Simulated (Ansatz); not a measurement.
Crystal: TaN.

```xyz
4
Lattice="3.0500 0.0000 0.0000 -1.5250 2.6414 0.0000 0.0000 0.0000 4.9400" Properties=species:S:1:pos:R:3 pbc="T T T"
Ta    0.0000    1.7609    0.0000
Ta    1.5250    0.8805    2.4700
N     0.0000    1.7609    1.9019
N     1.5250    0.8805    4.3719
```

- Program: Ansatz 0.2.0
- Task: relaxation of cell and atoms
- Functional: r2SCAN
- Potentials or basis: Ansatz PAW
- Cutoff: 500 eV (not typed: the program's choice for these potentials)
- k mesh: 10 × 10 × 6
- Occupations: fermi-dirac, width 0.05 eV
- Spin: no spin polarisation
- Hubbard terms: Ta d U = 6 eV

At the start: volume 9.95 Å³/atom.

Q: Where does the relaxation end?

A: It ends after 14 steps and the volume is 13.29 Å³/atom (+33.6 %); space group P6_3mc (No. 186, to 0.05 Å).

Step by step:
| step | energy change (eV) | largest force (eV/Å) | volume (Å³) |
| --- | --- | --- | --- |
| 1 | 0.0000 | 2.3777 | 39.80 |
| 2 | -3.6327 | 1.7118 | 45.46 |
| 3 | -4.9928 | 1.5633 | 49.23 |
| 4 | -5.7126 | 1.0255 | 51.91 |
| 5 | -6.0752 | 0.1491 | 53.43 |
| 6 | -6.1980 | 0.4948 | 53.39 |
| 7 | -6.1993 | 0.3110 | 53.58 |
| 8 | -6.2096 | 0.0045 | 52.85 |
| 9 | -6.2100 | 0.0012 | 53.02 |
| 10 | -6.2100 | 0.0003 | 53.03 |
| 11 | -6.2563 | 0.0038 | 53.03 |
| 12 | -6.2577 | 0.0018 | 53.17 |
| 13 | -6.2577 | 0.0002 | 53.17 |
| 14 | -6.2578 | 0.0002 | 53.17 |

Final structure:
```
CELL_PARAMETERS angstrom
3.15117 0.00000 0.00000
-1.57558 2.72899 0.00000
0.00000 0.00000 6.18339
ATOMIC_POSITIONS crystal
Ta 0.33333 0.66667 0.03195
Ta 0.66667 0.33333 0.53195
N 0.33333 0.66667 0.35305
N 0.66667 0.33333 0.85305
```

Caveat: the electronic state changed during the relaxation; the volume moved by over 15 % at a fixed basis, so the end points are rough; the plane-wave basis is chosen anew once the cell has moved, so the energies of steps on either side of that aren't comparable; the PAW data sets come from PBE, with cores solved anew for the run's functional, which leaves a small shift of forces and pressure.
